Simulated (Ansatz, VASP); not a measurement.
## Ag: VASP beside Ansatz

```
CELL_PARAMETERS angstrom
2.86706 0.00000 0.00000
-1.43353 2.48295 0.00000
0.00000 0.00000 4.69072
ATOMIC_POSITIONS crystal
Ag 0.33333 0.66667 0.25000
Ag 0.66667 0.33333 0.75000
```

This isn't the form of Ag at room conditions, which is fcc.

Alike in both runs: functional PBEsol; k mesh 18 × 18 × 10; occupations gaussian, width 0.1 eV; no spin polarisation.

Ansatz relaxed the structure, and its values are those at the end. VASP's run is a single point on that final structure, the one shown.

|  | VASP | Ansatz |
| --- | --- | --- |
| version | VASP 6.6.1 | Ansatz 0.2.0 |
| potentials or method | VASP PAW PBE potentials, release 64 (Ag) | scalar-relativistic, plane waves, PAW |
| plane-wave cutoff (eV) | 520 | 420 |
| valence electrons in the cell | 22 | 38 |

```csv
,VASP,Ansatz,Ansatz less VASP
gap on the k mesh at the Fermi level (eV),none,none,-
pressure (GPa),-0.3,0.0,+0.29
```

A gap of «none» marks a metal or a gap that the smearing closes. The two sets of potentials don't hold the same shells in valence.

Caveats: the PAW data sets were made with another functional, which shifts forces and pressure a little (VASP).
